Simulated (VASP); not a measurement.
# Bi (Im-3m) in VASP: density of states with PBEsol

Aim: the density of states of Bi with PBEsol.

All numbers are computed with VASP 6.6.1; they aren't measurements. Logs are shortened: lines on timing, memory, paths and dates and some standing lists are left out, and cuts for length are marked.

## Step 1: The crystal as given

It takes space group Im-3m (No. 229, cubic). Conventional cell: a = 3.985 Å, b = 3.985 Å, c = 3.985 Å, α = 90.00°, β = 90.00°, γ = 90.00°. Bi (site symmetry m-3m) has 8 Bi at 3.45 Å as nearest neighbours.

This isn't the form of Bi at room conditions, which is rhombohedral.

## Step 2: Density of states, PBEsol

Input file POSCAR:

```
Bi
1.0
   -1.9927035239      1.9927035239      1.9927035239
    1.9927035239     -1.9927035239      1.9927035239
    1.9927035239      1.9927035239     -1.9927035239
Bi
1
Direct
    0.0000000000      0.0000000000      0.0000000000
```

Input file INCAR.step1:

```
SYSTEM = Bi
  PREC = Accurate
  ENCUT = 520
  EDIFF = 1E-6
  ISMEAR = 1
  SIGMA = 0.05
  LREAL = .FALSE.
  LASPH = .TRUE.
  NELM = 100
  ALGO = Normal
  ISIF = 2
  LWAVE = .FALSE.
  LCHARG = .TRUE.
  GGA = PS
  NBANDS = 14
```

Input file KPOINTS.step1:

```
Automatic mesh
0
G
  9 9 9
  0 0 0
```

Input file INCAR.step2:

```
SYSTEM = Bi
  PREC = Accurate
  ENCUT = 520
  EDIFF = 1E-6
  ISMEAR = -5
  SIGMA = 0.05
  LREAL = .FALSE.
  LASPH = .TRUE.
  NELM = 100
  ALGO = Normal
  ISIF = 2
  LWAVE = .FALSE.
  LCHARG = .FALSE.
  GGA = PS
  LORBIT = 10
  NEDOS = 2001
  ICHARG = 11
```

Input file KPOINTS.step2:

```
Automatic mesh
0
G
  14 14 14
  0 0 0
```

Potentials or basis: VASP PAW PBE potentials, release 64 (Bi_d).

Command:

```sh
> cat potpaw_PBE.64/Bi_d/POTCAR > POTCAR
> cp INCAR.step1 INCAR
> cp KPOINTS.step1 KPOINTS
> mpirun -np 1 vasp_std > vasp.out
> cp INCAR.step2 INCAR
> cp KPOINTS.step2 KPOINTS
> mpirun -np 1 vasp_std > vasp.out
```

OUTCAR:

```text
SYSTEM = Bi
   PREC = Accurate
   ENCUT = 520
   EDIFF = 1E-6
   ISMEAR = -5
   LREAL = .FALSE.
   LASPH = .TRUE.
   NELM = 100
   ISIF = 2
   GGA = PS
   LORBIT = 10
   ICHARG = 11

 ion  position               nearest neighbor table
   1  0.000  0.000  0.000-

  LATTYP: Found a body centered cubic cell.
 ALAT       =     3.9854070478

  Lattice vectors:

 A1 = (  -1.9927035239,   1.9927035239,   1.9927035239)
 A2 = (   1.9927035239,  -1.9927035239,   1.9927035239)
 A3 = (   1.9927035239,   1.9927035239,  -1.9927035239)

Analysis of symmetry for initial positions (statically):
=====================================================================
 Subroutine PRICEL returns:
 Original cell was already a primitive cell.

 Routine SETGRP: Setting up the symmetry group for a
 body centered cubic supercell.

 Subroutine GETGRP returns: Found 48 space group operations
 (whereof 48 operations were pure point group operations)
 out of a pool of 48 trial point group operations.

The static configuration has the point symmetry O_h .

Analysis of symmetry for dynamics (positions and initial velocities):
=====================================================================
 Subroutine PRICEL returns:
 Original cell was already a primitive cell.

 Routine SETGRP: Setting up the symmetry group for a
 body centered cubic supercell.

 Subroutine GETGRP returns: Found 48 space group operations
 (whereof 48 operations were pure point group operations)
 out of a pool of 48 trial point group operations.

The dynamic configuration has the point symmetry O_h .

 Subroutine INISYM returns: Found 48 space group operations
 (whereof 48 operations are pure point group operations),
 and found     1 'primitive' translations

----------------------------------------------------------------------------------------

                                     Primitive cell

  volume of cell :      31.6510

  direct lattice vectors                    reciprocal lattice vectors
    -1.992703524  1.992703524  1.992703524     0.000000000  0.250915399  0.250915399
     1.992703524 -1.992703524  1.992703524     0.250915399  0.000000000  0.250915399
     1.992703524  1.992703524 -1.992703524     0.250915399  0.250915399  0.000000000

  length of vectors
     3.451463748  3.451463748  3.451463748     0.354847960  0.354847960  0.354847960

  position of ions in fractional coordinates (direct lattice)
     0.000000000  0.000000000  0.000000000

  ion indices of the primitive-cell ions
   primitive index   ion index
                 1           1

----------------------------------------------------------------------------------------

 KPOINTS: Automatic mesh

Automatic generation of k-mesh.
 Grid dimensions read from file:
 generate k-points for:   14   14   14

 Generating k-lattice:

  Cartesian coordinates                     Fractional coordinates (reciprocal lattice)
     0.000000000  0.017922529  0.017922529     0.071428571  0.000000000  0.000000000
     0.017922529  0.000000000  0.017922529     0.000000000  0.071428571  0.000000000
     0.017922529  0.017922529  0.000000000     0.000000000  0.000000000  0.071428571

  Length of vectors
     0.025346283  0.025346283  0.025346283

  Shift w.r.t. Gamma in fractional coordinates (k-lattice)
     0.000000000  0.000000000  0.000000000

 TETIRR: Found   3105 inequivalent tetrahedra from    16464

 Subroutine IBZKPT returns following result:
 ===========================================

 Found    104 irreducible k-points:

 Following reciprocal coordinates:
            Coordinates               Weight
  0.000000  0.000000  0.000000      1.000000
  0.071429  0.000000  0.000000     12.000000
  0.142857  0.000000  0.000000     12.000000
  0.214286  0.000000  0.000000     12.000000
  0.285714  0.000000  0.000000     12.000000
  0.357143  0.000000  0.000000     12.000000
[... 16 lines left out ...]
  0.285714  0.285714  0.000000     24.000000
  0.357143  0.285714 -0.000000     24.000000
 [... further k-points ...]
   k-points           NKPTS =    104   k-points in BZ     NKDIM =    104   number of bands    NBANDS=     11
   number of dos      NEDOS =   2001   number of ions     NIONS =      1
   total plane-waves  NPLWV =  21952
   dimension x,y,z NGX =    28 NGY =   28 NGZ =   28
   dimension x,y,z NGXF=    56 NGYF=   56 NGZF=   56
   ions per type =               1
   NGX,Y,Z   is equivalent  to a cutoff of  13.49, 13.49, 13.49 a.u.
   NGXF,Y,Z  is equivalent  to a cutoff of  26.97, 26.97, 26.97 a.u.
 SYSTEM =  Bi
   PREC   = accura    normal or accurate (medium, high low for compatibility)
   ISTART =      0    job   : 0-new  1-cont  2-samecut
   ICHARG =     11    charge: 1-file 2-atom 10-const
   ISPIN  =      1    spin polarized calculation?
   LNONCOLLINEAR =      F non collinear calculations
   LSORBIT =      F    spin-orbit coupling
   LASPH  =      T    aspherical Exc in radial PAW
   ENCUT  =  520.0 eV  38.22 Ry    6.18 a.u.   6.42  6.42  6.42*2*pi/ulx,y,z
   NELM   =    100;   NELMIN=  2; NELMDL=  0     # of ELM steps
   EDIFF  = 0.1E-05   stopping-criterion for ELM
   LREAL  =      F    real-space projection
   EDIFFG = 0.1E-04   stopping-criterion for IOM
   NSW    =      0    number of steps for IOM
   IBRION =     -1    ionic relax: 0-MD 1-quasi-New 2-CG
   NFREE  =      0    steps in history (QN), initial steepest desc. (CG)
   ISIF   =      2    stress and relaxation
   ISYM   =      2    0-nonsym 1-usesym 2-fastsym
   POTIM  = 0.5000    time-step for ionic-motion
   TEBEG  =    0.0;   TEEND  =   0.0 temperature during run
   PSTRESS=    0.0 pullay stress
   NELECT =      15.0000    total number of electrons
   NUPDOWN=      -1.0000    fix difference up-down
   EMIN   =  10.00;   EMAX   =-10.00  energy-range for DOS
   EFERMI =   0.00;   METHOD = LEGACY
   ISMEAR =    -5;   SIGMA  =   0.05  broadening in eV -4-tet -1-fermi 0-gaus
   EFERMI_NEDOS =   21; number of points for ismear=-14 and -15
   IALGO  =     38    algorithm
   IMIX   =      4    mixing-type and parameters
     AMIX     =   0.40;   BMIX     =  1.00
     AMIX_MAG =   1.60;   BMIX_MAG =  1.00
  volume/ion in A,a.u.               =      31.65       213.59
  Fermi-wavevector in a.u.,A,eV,Ry     =   1.276368  2.411986 22.165458  1.629115
  Thomas-Fermi vector in A             =   2.409028
   LORBIT       =     10    0 simple, 1 ext, 2 COOP (PROOUT), +10 PAW based schemes
   GGA     = PS    functional components
   LHFCALC =     F    Hartree Fock is set to
   AEXX    =    0.0000 exact exchange contribution
   IVDW    =     0    specifies the selected vdW correction
   LEPSILON=     F    determine dielectric tensor
   LRPA    =     F    only Hartree local field effects (RPA)
 non-spin polarized calculation
 Fermi weights with tetrahedron method with Bloechl corrections
  energy-cutoff  :      520.00
  volume of cell :       31.65
 maximum number of plane-waves:       887
 NGX is ok and might be reduce to    28

 number of electron      14.9999999 magnetization

 Free energy of the ion-electron system (eV)
  ---------------------------------------------------
  ext. energy  EPLUGINS =         0.00000000
  ---------------------------------------------------
  free energy    TOTEN  =        -4.20401597 eV

  energy without entropy =       -4.20401597  energy(sigma->0) =       -4.20401597

 E-fermi :   7.5349     XC(G=0): -10.3576

 val. band max:        7.6825876702   @ k =  -0.2143   0.2143   0.1429
 cond. band min:       7.4328975180   @ k =  -0.3571   0.3571   0.2857
 fundamental gap:     -0.2496901522
 Fermi energy:         7.5348733980

 k-point     1 :       0.0000    0.0000    0.0000
  band No.  band energies     occupation
      1     -15.3978      2.00000
      2     -15.3978      2.00000
      3     -15.3978      2.00000
      4     -15.2754      2.00000
      5     -15.2754      2.00000
      6      -5.8781      2.00000
      7      12.5332      0.00000
      8      12.5332      0.00000
      9      12.5332      0.00000
     10      16.4207      0.00000
     11      18.0070      0.00000

 k-point     2 :       0.0714    0.0000    0.0000
  band No.  band energies     occupation
      1     -15.3997      2.00000
      2     -15.3945      2.00000
      3     -15.3880      2.00000
      4     -15.2775      2.00000
      5     -15.2757      2.00000
      6      -5.7870      2.00000
      7      11.5512      0.00000
      8      12.2533      0.00000
      9      12.4524      0.00000
     10      16.8280      0.00000
     11      17.4739      0.00000

 k-point     3 :       0.1429    0.0000    0.0000
  band No.  band energies     occupation
      1     -15.4049      2.00000
      2     -15.3860      2.00000
      3     -15.3606      2.00000
      4     -15.2832      2.00000
      5     -15.2767      2.00000
      6      -5.5162      2.00000
      7       9.6858     -0.02784
      8      11.5879      0.00000
      9      12.2208      0.00000
     10      15.8135      0.00000
     11      16.7553      0.00000
[... 267 lines left out ...]
 k-point    23 :       0.2857    0.2857    0.0000
  band No.  band energies     occupation
      1     -15.4052      2.00000
      2     -15.3330      2.00000
      3     -15.3012      2.00000
      4     -15.2790      2.00000
      5     -15.2383      2.00000
      6      -2.6497      2.00000
      7       3.8090      2.00000
      8       5.4130      2.00001
      9       9.9312     -0.00170
     10      15.8331      0.00000
     11      17.4167      0.00000

 k-point    24 :       0.3571    0.2857   -0.0000
  band No.  band energies     occupation
      1     -15.4042      2.00000
      2     -15.3248      2.00000
      3     -15.3068      2.00000
      4     -15.2694      2.00000
      5     -15.2463      2.00000
      6      -2.4795      2.00000
      7       3.8598      2.00000
      8       4.9040      2.00000
      9       9.8598     -0.00352
     10      15.9440      0.00000
     11      17.9209      0.00000

 [... further k-points ...]

------------------------ aborting loop because EDIFF is reached ----------------------------------------

  FORCE on cell =-STRESS in cart. coord.  units (eV):
  Direction    XX          YY          ZZ          XY          YZ          ZX
  --------------------------------------------------------------------------------------
  -------------------------------------------------------------------------------------
  Total       -0.5810076     -0.5810076     -0.5810076      0.0000000     -0.0000000      0.0000000
  in kB      -29.4106302    -29.4106302    -29.4106302      0.0000000     -0.0000000      0.0000000
  external PRESSURE =     -29.4106302 kB  Pullay stress =       0.0000000 kB

 VOLUME and BASIS-vectors are now :
 -----------------------------------------------------------------------------
  energy-cutoff  :      520.00
  volume of cell :       31.65
      direct lattice vectors                 reciprocal lattice vectors
    -1.992703524  1.992703524  1.992703524     0.000000000  0.250915399  0.250915399
     1.992703524 -1.992703524  1.992703524     0.250915399  0.000000000  0.250915399
     1.992703524  1.992703524 -1.992703524     0.250915399  0.250915399  0.000000000

 POSITION                                       TOTAL-FORCE (eV/Angst)
 -----------------------------------------------------------------------------------
      0.00000      0.00000      0.00000         0.000000      0.000000     -0.000000
 -----------------------------------------------------------------------------------
    total drift:                                0.000000     -0.000000     -0.000000

  FREE ENERGIE OF THE ION-ELECTRON SYSTEM (eV)
  ---------------------------------------------------
  free  energy   TOTEN  =        -4.2040159689 eV

  energy  without entropy=       -4.2040159689  energy(sigma->0) =       -4.20401597

 total charge

# of ion       s       p       d       tot
------------------------------------------
    1        1.548   1.247   9.918  12.713
```

Run time: 28 s. Hardware: 1 thread of Intel Xeon Platinum 8488C (Sapphire Rapids), shared host; peak memory 0.17 GiB.

Results:

```yaml
Valence_electrons_inside_the_program's_atomic_spheres: Bi 12.71
```

Levels at points of the mesh, in eV from the Fermi level:
| k point | band 3 | band 4 | band 5 | band 6 | band 7 | band 8 | band 9 | band 10 | band 11 |
| --- | --- | --- | --- | --- | --- | --- | --- | --- | --- |
| (0.00, 0.00, 0.00) | -22.93 | -22.81 | -22.81 | -13.41 | 5.00 | 5.00 | 5.00 | 8.89 | 10.47 |
| (0.50, 0.00, 0.00) | -22.82 | -22.82 | -22.73 | -10.46 | -4.98 | 1.54 | 3.40 | 5.90 | 7.52 |
| (0.50, 0.50, 0.50) | -22.75 | -22.75 | -22.75 | -8.43 | -1.77 | -1.77 | -1.77 | 3.53 | 3.53 |

States per cell in windows of 0.5 eV (zero at the Fermi level; states under -8 eV left out):
```csv
from (eV),total,Bi1_p,Bi1_d,Bi1_s
-8.0,0.00,0.00,0.00,0.00
-7.5,0.00,0.00,0.00,0.00
-7.0,0.00,0.00,0.00,0.00
-6.5,0.00,0.00,0.00,0.00
-6.0,0.00,0.00,0.00,0.00
-5.5,0.00,0.00,0.00,0.00
-5.0,0.09,0.03,0.00,0.00
-4.5,0.24,0.09,0.00,0.00
-4.0,0.50,0.19,0.00,0.01
-3.5,0.34,0.13,0.00,0.02
-3.0,0.25,0.10,0.00,0.02
-2.5,0.29,0.12,0.00,0.02
-2.0,0.30,0.12,0.00,0.01
-1.5,0.32,0.14,0.01,0.01
-1.0,0.33,0.14,0.01,0.01
-0.5,0.36,0.16,0.01,0.01
0.0,0.34,0.16,0.01,0.01
0.5,0.35,0.17,0.01,0.01
1.0,0.37,0.18,0.01,0.01
1.5,0.37,0.19,0.01,0.01
2.0,0.38,0.20,0.01,0.01
2.5,0.55,0.30,0.01,0.01
3.0,0.34,0.19,0.01,0.00
3.5,0.20,0.11,0.01,0.00
4.0,0.14,0.06,0.01,0.00
4.5,0.10,0.03,0.01,0.00
5.0,0.08,0.00,0.01,0.00
5.5,0.11,0.01,0.02,0.00
6.0,0.16,0.01,0.02,0.00
6.5,0.32,0.03,0.05,0.01
7.0,0.52,0.04,0.08,0.02
7.5,0.36,0.03,0.06,0.02
```

Caveat: the PAW data sets were made with another functional, which shifts forces and pressure a little; spin-orbit coupling is left out, which moves the levels of the heavy elements; tetrahedron occupations give inexact forces and stress in metals.
